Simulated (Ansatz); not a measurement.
# TiCo2: the cost of one run

Method: DFT PBEsol, scalar-relativistic, plane waves, PAW, in Ansatz 0.2.0.

2 further runs of the same task are left out: 2 set aside as unsound or not needed.

### Step 1. The system as given

It takes space group Fd-3m (No. 227, cubic). The conventional cell has a = 6.553 Å, b = 6.553 Å, c = 6.553 Å, α = 90.00°, β = 90.00°, γ = 90.00°. Ti (site symmetry -43m) has 12 Co at 2.72 Å and 4 Ti at 2.84 Å as nearest neighbours. Around Co (site symmetry -3m) lie 6 Co at 2.32 Å.

Structure file:

```
Ti Co
1.0
     0.00000    3.27632    3.27632
     3.27632    0.00000    3.27632
     3.27632    3.27632    0.00000
Ti Co
2 4
Direct
  0.50000 0.50000 0.50000
  0.75000 0.75000 0.75000
  0.12500 0.12500 0.12500
  0.62500 0.12500 0.12500
  0.12500 0.12500 0.62500
  0.12500 0.62500 0.12500
```

It is the result of an earlier relaxation at this level (volume 11.72 Å³/atom; gap on the mesh: none (metal)).

### Step 2. Relaxing to 0.001 eV/Å, with the smearing for a metal

Response runs need a geometry at rest under their own mesh and occupations; hence this stricter relaxation.

input.yaml reads:

```yaml
crystal:
  lattice:
    - [0.0, 3.2763183165, 3.2763183165]
    - [3.2763183165, 0.0, 3.2763183165]
    - [3.2763183165, 3.2763183165, 0.0]
  atoms:
    - { symbol: Ti, position: [0.5, 0.5, 0.5] }
    - { symbol: Ti, position: [0.75, 0.75, 0.75] }
    - { symbol: Co, position: [0.125, 0.125, 0.125] }
    - { symbol: Co, position: [0.625, 0.125, 0.125] }
    - { symbol: Co, position: [0.125, 0.125, 0.625] }
    - { symbol: Co, position: [0.125, 0.625, 0.125] }
basis:
  ecutwfc: 420
kpoints:
  mp_grid: { grid: [10, 10, 10] }
hamiltonian:
  xc: pbesol
scf:
  occupations: { method: fermi_dirac, width: 0.15 }
output:
  forces: true
  stress: true
  eigenvalues: true
relax:
  adjacent_minimum: "off"
  f_tol: 0.001
  max_steps: 60
  cell: { stress_tol: 0.01 }
```

Launch:

```console
$ ansatz run input.yaml --threads 2 --pin off --max-ram 6144MiB --backend cpu --events-out ev --progress --plain --runs-dir out
```

What time and memory should one allow on 2 threads of Arm Neoverse V2, shared host?

About 23 s, with a peak of 0.48 GiB.
